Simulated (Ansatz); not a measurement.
Level of theory: DFT PBE, scalar-relativistic, plane waves, PAW (Ansatz 0.2.0). Settings: cutoff 420 eV, Γ-centred meshes spaced at most about 0.3 Å⁻¹, and about 0.25 Å⁻¹ or finer for metals (2π included), Gaussian smearing. No spin polarisation.

Temperature and zero-point effects are left out.

Two forms of Sn2Te were relaxed alike.

A.

```
Sn Te
1.0
    -3.07398    3.07398    4.90402
     3.07398   -3.07398    4.90402
     3.07398    3.07398   -4.90402
Sn Te
4 2
Direct
  0.82434 0.82434 0.00000
  0.17566 0.17566 0.00000
  0.92566 0.42566 0.50000
  0.57434 0.07434 0.50000
  0.50000 0.50000 0.00000
  0.25000 0.75000 0.50000
```

B.

```
Sn Te
1.0
     4.48622    0.00000    0.00000
     0.00000    4.48622    0.00000
     0.00000    0.00000    9.21640
Sn Te
4 2
Direct
  0.50000 0.00000 0.67718
  0.50000 0.50000 0.00000
  0.00000 0.00000 0.00000
  0.00000 0.50000 0.32282
  0.00000 0.50000 0.65875
  0.50000 0.00000 0.34125
```

Question: Which form is favoured at zero pressure, and by what margin per atom?

Answer: A is lower, by 23 meV/atom. A has space group I4_1/amd (No. 141), 30.9 Å³/atom and no gap on its mesh; B has space group P4/nmm (No. 129), 30.9 Å³/atom and no gap. Counting Te atoms around Sn (those within 1.25 times the shortest such distance or 1.15 times the sum of covalent radii, 1.27 where that leaves under three; the shortest distance is added where it exceeds 1.18 times the sum of covalent radii; a slash parts the counts of unlike sites), A has Sn 3 and B has Sn 4 from 3.9 Å/5. Both come from invented guesses. The lowest form computed isn't among them: it has space group P-3m1 (No. 164), 31.7 Å³/atom and lies 72 meV/atom below the best shown.

For metals, differences of a few meV/atom aren't resolved. These runs have no spin–orbit coupling, which can matter for Te. Cells relaxed within their symmetry can be saddle points. Some candidate types were left out of the draw beforehand, so a known form may be missing.
